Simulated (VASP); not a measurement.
Here is a VASP 6.6.1 calculation.

The input INCAR:

```
PREC = Accurate ; ENCUT = 520
EDIFF = 1E-6 ; ISMEAR = -1
SIGMA = 0.3 ; LREAL = Auto
LASPH = True ; NELM = 100
ALGO = Fast ; ISIF = 2
LWAVE = False ; LCHARG = False
GGA = PE ; NBANDS = 60
```

File KPOINTS:

```
regular mesh
0
Gamma
  2 2 2
```

POSCAR

```
Be
1.0
    7.1047640000      0.0000000000      0.0000000000
   -3.5523820000      6.1529070000      0.0000000000
    0.0000000000      0.0000000000      7.4255190000
Be
36
Direct
    0.0056004424     -0.0814411789     -0.0785399647
    0.0305294588      0.1832304633      0.2521843928
   -0.0012457738     -0.0076711707      0.4649506654
    0.1204185315      0.2074791639      0.7358677555
   -0.0272995819      0.2826956429     -0.0181266791
   -0.0004740824      0.4862742115      0.2671463099
    0.0419657011      0.3214903134      0.5072776731
    0.0930211897      0.5683492372      0.7894801697
   -0.0196490404      0.6037633918      0.0060467154
    0.1411953895      0.8877592332      0.2164158492
   -0.0647180248      0.6401039379      0.5479347639
    0.1671874251      0.8782352797      0.6929212625
    0.3459801728      0.0013814608      0.0297622294
    0.4929742517      0.2942999138      0.2231897865
    0.3196210605      0.0122543702      0.4153649058
    0.3870742005      0.1791673432      0.7052301664
    0.3248812464      0.3090896709      0.0048616130
    0.3608317630      0.5245000453      0.3072377836
    0.3727736635      0.3057579125      0.5187650856
    0.4418370566      0.5890548971      0.7674211055
    0.3378774501      0.6809626734      0.0442662661
    0.4433618573      0.8373765441      0.2483866784
    0.2842998016      0.6872523833      0.4932719181
    0.4537443708      0.8885718572      0.6925845857
    0.6385713172     -0.0298395539     -0.0625814842
    0.7076380071      0.1643125762      0.1798258142
    0.7372071508     -0.0036080506      0.5075335475
    0.7831120113      0.2587069819      0.7259963916
    0.6837382059      0.3155906631     -0.0243484664
    0.7974023984      0.5759391455      0.2037298672
    0.6450330897      0.2225289607      0.4255594794
    0.6541863238      0.4613916641      0.7349519946
    0.6710420963      0.6891701760     -0.0076762311
    0.6885973154      0.8584722636      0.1987335835
    0.6534830711      0.6281258599      0.4003491204
    0.7469812553      0.7927147282      0.7097551026
```

Potentials or basis: VASP PAW PBE potentials, release 64 (Be).

Launch:

```sh
$ cat potpaw_PBE.64/Be/POTCAR > POTCAR
$ mpirun -np 1 vasp_std > vasp.out
```

Problem. Estimate the pressure.

Solution. 1.3 GPa.

Problem. Predict the band gap on the k mesh.

Solution. None (metal or under the smearing width).

Problem. Predict the largest force.

Solution. 5.299 eV/Å.

Stress tensor (GPa, compression positive):
```
 3.77  0.68  0.92
 0.68 -2.16 -0.78
 0.92 -0.78  2.19
```

Caveat: the k mesh is coarse (spacing up to 0.51 Å⁻¹), so the values aren't converged; forces of over 1 eV/Å show positions far from the minimum, so gaps and moduli don't describe the material at rest.
